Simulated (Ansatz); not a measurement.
WC:

```
CELL_PARAMETERS angstrom
0.00000 2.19268 2.19268
2.19268 0.00000 2.19268
2.19268 2.19268 0.00000
ATOMIC_POSITIONS crystal
W 0.00000 0.00000 0.00000
C 0.50000 0.50000 0.50000
```

Measurements of this composition are mostly on another form, of space group No. 187.

Base run:

```yaml
Program: Ansatz 0.2.0
Functional: LDA
Potentials_or_basis: Ansatz PAW
Cutoff: 420 eV
Density_cutoff: 1680 eV
k_mesh: 10 × 10 × 10
Occupations: fermi-dirac, width 0.05 eV
Spin: no spin polarisation
Hubbard_terms: W d U = 1 eV
```

Its results: band gap on the k mesh none (metal or under the smearing width); pressure -16.0 GPa.

Q: The run is repeated on the same cell with these changes: hubbard terms from W d U = 1 eV to W d U = 5 eV. What comes out?

A: Band gap on the k mesh none (metal or under the smearing width); pressure -15.4 GPa.

Caveats: U without spin polarisation on a metal has little footing; the PAW data sets come from PBE, with cores solved anew for the run's functional, which leaves a small shift of forces and pressure; the U is typed as a test and isn't derived for this compound; the density of states is complete only up to the lowest level of the last band computed.

Not every run made on this cell is shown here.
